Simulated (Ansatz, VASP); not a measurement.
## WS in VASP and in Ansatz

```
CELL_PARAMETERS angstrom
3.39829 0.00000 0.00000
0.00000 3.39829 0.00000
0.00000 0.00000 3.39829
ATOMIC_POSITIONS crystal
W 0.50000 0.50000 0.50000
S 0.00000 0.00000 0.00000
```

Change from the starting cell: volume scaled by 0.96.

Alike in both runs: task single point; functional PBE; k mesh 8 × 8 × 8; occupations fermi-dirac, width 0.05 eV; no spin polarisation.

|  | VASP | Ansatz |
| --- | --- | --- |
| version | VASP 6.6.1 | Ansatz 0.2.0 |
| potentials or method | VASP PAW PBE potentials, release 64 (W_sv, S), cutoff 520 eV | all-electron LAPW, scalar-relativistic |

```csv
,VASP,Ansatz,Ansatz less VASP
gap on the k mesh at the Fermi level (eV),none,none,-
pressure (GPa),-35.5,-35.5,-0.01
```

A gap of «none» marks a metal or a gap that the smearing closes. Ansatz ran all-electron here, so the differences hold the error of VASP's frozen core and of both bases.

Caveats: the cell as given lies far from equilibrium (VASP); so large a pressure means that the cell lies far from this level's equilibrium, or that cutoff or potentials fall short (VASP). The runs have no spin-orbit coupling, so splittings on W are missing.
